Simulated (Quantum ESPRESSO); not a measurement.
# Ta under changes of volume

One of the cells (18.010 Å³/atom); the others are scaled copies at fixed shape and fractional positions:

```
Ta
1.0
    -1.65128    1.65128    1.65128
     1.65128   -1.65128    1.65128
     1.65128    1.65128   -1.65128
Ta
1
Direct
  0.00000 0.00000 0.00000
```

| Quantity | Value |
| --- | --- |
| Program | Quantum ESPRESSO 7.5 |
| Functional | r2SCAN |
| Potentials or basis | SG15 PBE 1.2 |
| Cutoff | 1020 eV |
| Density cutoff | 4082 eV |
| k mesh | 8 × 8 × 8 |
| Occupations | fermi-dirac, width 0.05 eV |
| Spin | no spin polarisation |

| volume (Å³/atom) | energy over the lowest point (meV/atom) | pressure (GPa) |
| --- | --- | --- |
| 16.930 | 0.00 | 0.8 |
| 17.290 | 3.79 | -3.9 |
| 17.650 | 17.62 | -8.0 |
| 18.010 | 40.29 | -11.7 |
| 18.371 | 70.73 | -14.9 |
| 18.731 | ? | ? |
| 19.091 | 151.37 | -20.2 |

Q: What does the run at 18.731 Å³/atom give?

A: Energy over the lowest point 108.04 meV/atom; pressure -17.8 GPa.

Worked out: A Birch-Murnaghan fit of order 3 (a polynomial in V^(-2/3)) to the other rows has its minimum at 16.98 Å³/atom with B0 = V·E''(V) = 233 GPa and B' = 4.9. It gives 108.04 meV/atom at 18.731 Å³/atom, against the run's 108.04, and -dE/dV = -18.0 GPa, against -17.8.

Energies are extrapolated to zero smearing.

Caveats: the potentials were made for another functional, which shifts forces and pressure.
